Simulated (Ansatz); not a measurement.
# How an unstable LiS2 structure lowers its energy

All numbers below come from DFT PBE, scalar-relativistic, plane waves, PAW (Ansatz 0.2.0). Settings: cutoff 420 eV, Γ-centred meshes no coarser than 0.19 Å⁻¹ for metals and 0.3 Å⁻¹ for insulators (2π included), Gaussian smearing.

The start was the fluorite type (Fm-3m, No. 225), relaxed within its symmetry. A cell of 6 atoms (2 times the primitive one) was then disturbed at random, relaxed without symmetry and relaxed once more on a fine mesh. For metals, differences of a few meV/atom aren't resolved.

Before:

Space group Fm-3m (No. 225). a = 5.807 Å, b = 5.807 Å, c = 5.807 Å, α = 90.00°, β = 90.00°, γ = 90.00°
| atom | site | symmetry | x | y | z |
| --- | --- | --- | --- | --- | --- |
| Li | 4a | m-3m | 0.0000 | 0.0000 | 0.0000 |
| S | 8c | -43m | 0.2500 | 0.7500 | 0.7500 |

After:

```cif
data_structure
_symmetry_space_group_name_H-M 'C2'
_symmetry_Int_Tables_number 5
_cell_length_a 6.8126
_cell_length_b 5.4637
_cell_length_c 7.1470
_cell_angle_alpha 90.000
_cell_angle_beta 112.238
_cell_angle_gamma 90.000
_cell_volume 246.24
loop_
_atom_site_label
_atom_site_type_symbol
_atom_site_symmetry_multiplicity
_atom_site_Wyckoff_symbol
_atom_site_fract_x
_atom_site_fract_y
_atom_site_fract_z
_atom_site_occupancy
Li1 Li 2 a 0.00000 0.18212 0.00000 1
Li2 Li 2 b 0.00000 0.66386 0.50000 1
S1 S 4 c 0.84884 0.64931 0.88661 1
S2 S 4 c 0.66149 0.42830 0.31703 1
```

Q: Is this a distortion of the same structure or a reconstruction, and what lowers the energy?

A: A reconstruction, from Fm-3m (No. 225) to C2 (No. 5). Each Li has on average 5 S contacts in place of 8, longer on average (2.51 → 2.61 Å); S–S bonds form, at 2.08 Å; the metal becomes a semiconductor on the mesh (2.09 eV).

Q: What does it gain?

A: 512 meV/atom, with the volume going from 16.32 to 20.52 Å³/atom. Against the elements the energy goes from -0.09 to -0.60 eV/atom.

Cost: 4 runs of about 15 core-minutes in all, on Intel Xeon Platinum 8259CL (Skylake/Cascade Lake) (shared hosts).